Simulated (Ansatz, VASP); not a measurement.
**Two plane-wave programs on MgSi3**

```
CELL_PARAMETERS angstrom
-1.95113 1.95113 4.07542
1.95113 -1.95113 4.07542
1.95113 1.95113 -4.07542
ATOMIC_POSITIONS crystal
Mg 0.00000 0.00000 0.00000
Si 0.50000 0.50000 0.00000
Si 0.25000 0.75000 0.50000
Si 0.75000 0.25000 0.50000
```

Alike in both runs: task electric field gradients; functional PBEsol; k mesh 16 × 16 × 16; occupations fermi-dirac, width 0.15 eV; no spin polarisation.

|  | VASP | Ansatz |
| --- | --- | --- |
| version | VASP 6.6.1 | Ansatz 0.2.0 |
| potentials or method | VASP PAW PBE potentials, release 64 (Mg, Si) | scalar-relativistic, plane waves, PAW |
| plane-wave cutoff (eV) | 520 | 420 |
| valence electrons in the cell | 14 | 22 |

```csv
,VASP,Ansatz,Ansatz less VASP
gap on the k mesh at the Fermi level (eV),none,none,-
pressure (GPa),0.0,0.0,-0.04
Vzz of the field gradient on the site that differs most (V/Å²),28.0,27.3,-0.74
```

A gap of «none» marks a metal or a gap that the smearing closes. The two sets of potentials don't hold the same shells in valence.

Caveats: the PAW data sets were made with another functional, which shifts forces and pressure a little (VASP).
